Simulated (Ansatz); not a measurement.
A strain series on TiO₂ (fluorite): uniaxial along z, other directions held

TiO₂ built on the fluorite prototype, relaxed with r2SCAN in Ansatz 0.2.0, then strained (uniaxial along z, other directions held; changes of length per length, axes as in the cell below) with the atoms relaxed again within the symmetry that is left. The symmetry is Fm-3m (No. 225, cubic); a = 4.794 Å in the conventional setting, 9.18 Å³ an atom. Ti is surrounded by 8 O at 2.08 Å; O is surrounded by 4 Ti at 2.08 Å. No spin polarisation. The prototype was imposed, so other structures may be more stable.

```
CELL_PARAMETERS angstrom
0.00000 2.39683 2.39683
2.39683 0.00000 2.39683
2.39683 2.39683 0.00000
ATOMIC_POSITIONS crystal
Ti 0.00000 0.00000 0.00000
O 0.25000 0.25000 0.25000
O 0.75000 0.75000 0.75000
```

Gaps are the least over each mesh (PBE 10×10×10, r2SCAN 10×10×10, HSE06 6×6×6 when unstrained) and the special points, which keep their unstrained names; stress is the change from the unstrained cell, compression positive.

| strain (%) | gap, PBE (eV) | gap, r2SCAN (eV) | gap, HSE06 (eV) | edges, HSE06 | stress along the strain, r2SCAN (GPa) | energy rise, r2SCAN (meV/atom) |
| --- | --- | --- | --- | --- | --- | --- |
| -5.46 | 0.533 | 0.892 | 2.004 | X → Γ | +41.76 | 62.3 |
| 0.0 | 1.145 | 1.508 | 2.630 | X → Γ | 0.00 | 0.0 |
| +3.76 | 0.870 | 1.219 | 2.313 | X → Γ | -22.70 | 25.2 |
| +5.0 | 0.780 | 1.123 | 2.206 | X → Γ | -29.31 | 43.7 |
| +5.43 | 0.748 | 1.090 | 2.169 | X → Γ | -31.51 | 51.2 |

Between zero and the nearest strains the slope of the HSE06 gap against strain is +0.115 eV per percent for negative and -0.084 for positive strain; it falls either way, as happens when edge states split or other valleys take over.

The meshes of the hybrids are coarse, so their gaps aren't converged to the digits shown.
